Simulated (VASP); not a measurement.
Here is a VASP 6.6.1 calculation.

File INCAR:

```
PREC = Accurate
ENCUT = 300
EDIFF = 1E-6
ISMEAR = 1
SIGMA = 0.1
LREAL = F
LASPH = T
NELM = 80
ALGO = Normal
ISIF = 3
LWAVE = F
LCHARG = F
GGA = PE
IBRION = 2
NSW = 90
EDIFFG = -0.01
```

KPOINTS

```
Automatic mesh
0
Gamma
  8 8 4
```

Contents of POSCAR:

```
Mg
1.0
    3.2093000000      0.0000000000      0.0000000000
   -1.6046500000      2.7793353284      0.0000000000
    0.0000000000      0.0000000000      5.2103000000
Mg
2
Direct
    0.3333333333      0.6666666667      0.2500000000
    0.6666666667      0.3333333333      0.7500000000
```

Potentials or basis: VASP PAW PBE potentials, release 64 (Mg).

Command:

```console
$ cat potpaw_PBE.64/Mg/POTCAR > POTCAR
$ mpirun -np 1 vasp_std > vasp.out
```

Question: Estimate the relaxed volume.

Answer: 22.82 Å³/atom.

Question: What does it give for the relaxed cell?

Answer: a = 3.180 Å, b = 3.180 Å, c = 5.211 Å, α = 90.00°, β = 90.00°, γ = 120.00°.

Question: Estimate the space group after relaxing (to 0.05 Å).

Answer: P6_3/mmc (No. 194).

Question: What does it give for the band gap on the k mesh?

Answer: None (metal or under the smearing width).

Final structure:
```
Mg
1.0
     3.18025    0.00000    0.00000
    -1.59013    2.75418    0.00000
     0.00000    0.00000    5.21147
Mg
2
Direct
  0.33333 0.66667 0.25000
  0.66667 0.33333 0.75000
```
